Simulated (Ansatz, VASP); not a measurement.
Two plane-wave programs on Os

```xyz
1
Lattice="0.0000 1.9319 1.9319 1.9319 0.0000 1.9319 1.9319 1.9319 0.0000" Properties=species:S:1:pos:R:3 pbc="T T T"
Os    0.0000    0.0000    0.0000
```

Change from the starting cell: volume scaled by 0.98, PAW files.

Alike in both runs: task electric field gradients; functional PBE; k mesh 14 × 14 × 14; occupations fermi-dirac, width 0.05 eV; no spin polarisation.

|  | VASP | Ansatz |
| --- | --- | --- |
| version | VASP 6.6.1 | Ansatz 0.2.0 |
| potentials or method | VASP PAW PBE potentials, release 64 (Os) | PAW with Ansatz's default frozen-core files, scalar-relativistic |
| plane-wave cutoff (eV) | 520 | 420 |
| valence electrons in the cell | 8 | 16 |

|  | VASP | Ansatz | Ansatz less VASP |
| --- | --- | --- | --- |
| pressure (GPa) | -2.3 | -2.1 | +0.16 |
| Vzz of the field gradient on the site that differs most (V/Å²) | 0.0 | 0.0 | 0.00 |

With one functional, cell and mesh, what is left measures potentials, basis and numerics. The two sets of potentials don't hold the same shells in valence. Ansatz warned: «gradients_without_spin_orbit».

The runs have no spin-orbit coupling, so splittings on Os are missing.
